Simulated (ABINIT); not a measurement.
Input of an ABINIT 10.8.3 (patched build) run:

Contents of run.abi:

```
# Pseudopotentials
pp_dirpath "./"
pseudos "Ba.upf, Ti.upf, O.upf"

# Structure
acell 3*1.0 Angstrom
rprim
     2.8273666084     1.6323808724     2.3183934932
    -2.8273666084     1.6323808724     2.3183934932
     0.0000000000    -3.2647617449     2.3183934932
ntypat 3
znucl 56 22 8
natom 5
typat 1 2 3 3 3
chkprim 0
chksymtnons 0
tolsym 1.0e-6
xred
            0.0            0.0            0.0
   0.4845000000   0.4845000000   0.4845000000
   0.5086000000   0.0175000000   0.5086000000
   0.0175000000   0.5086000000   0.5086000000
   0.5086000000   0.5086000000   0.0175000000

# Plane-wave basis
ecut 42.0
ecutsm 0.5

# k points
kptopt 1
ngkpt 5 5 5
nshiftk 1
shiftk 0.0 0.0 0.0

# Exchange and correlation
ixc 7

# Bands and occupations
nband 24
occopt 3
tsmear 0.05 eV

# SCF cycle
nstep 80
tolvrs 1.0e-12

# Output
iomode 3
prteig 0
prtebands 0
prtwf 0
prtden 0

# Relaxation
ionmov 2
optcell 2
ntime 50
tolmxf 2.0e-5
dilatmx 1.08
```

Potentials or basis: PseudoDojo NC SR LDA v0.4.1 standard.

The run is started by

```sh
$ mpirun --bind-to none -np 4 abinit run.abi > log 2>&1
```

Q: Predict the space group after relaxing (to 0.05 Å).

A: R3m (No. 160).

Q: Estimate the band gap on the k mesh.

A: 2.28 eV, indirect (least direct gap 2.40 eV).

The path:
```
step  energy change (eV)  largest force (eV/Å)  pressure (GPa)  volume (Å³)
   1              0.0000                0.1580           -5.63        64.20
   2             -0.0290                0.1742           -2.68        63.10
   3             -0.0394                0.3001            0.14        62.07
   4             -0.0417                0.2704            0.36        61.92
   5             -0.0470                0.1032            0.41        61.60
   6             -0.0475                0.0606            0.09        61.65
   7             -0.0476                0.0383           -0.07        61.68
   8             -0.0478                0.0358           -0.16        61.68
   9             -0.0479                0.0352           -0.16        61.66
  10             -0.0480                0.0299           -0.07        61.63
  11             -0.0481                0.0228            0.01        61.60
  12             -0.0481                0.0153            0.05        61.59
  13             -0.0481                0.0101            0.05        61.58
  14             -0.0481                0.0054            0.02        61.59
  15             -0.0481                0.0037           -0.01        61.59
  16             -0.0481                0.0025           -0.02        61.59
  17             -0.0481                0.0016           -0.01        61.59
  18             -0.0481                0.0005            0.00        61.59
```

Caveat: this set's barium file shifts pressures by 1 GPa against other sets; this release of the barium file is off; spin-orbit coupling is left out, which moves the levels of the heavy elements; an odd mesh through Γ misses points on the zone boundary, where band edges often lie. LDA gaps usually lie below the measured ones, often by a third to a half.
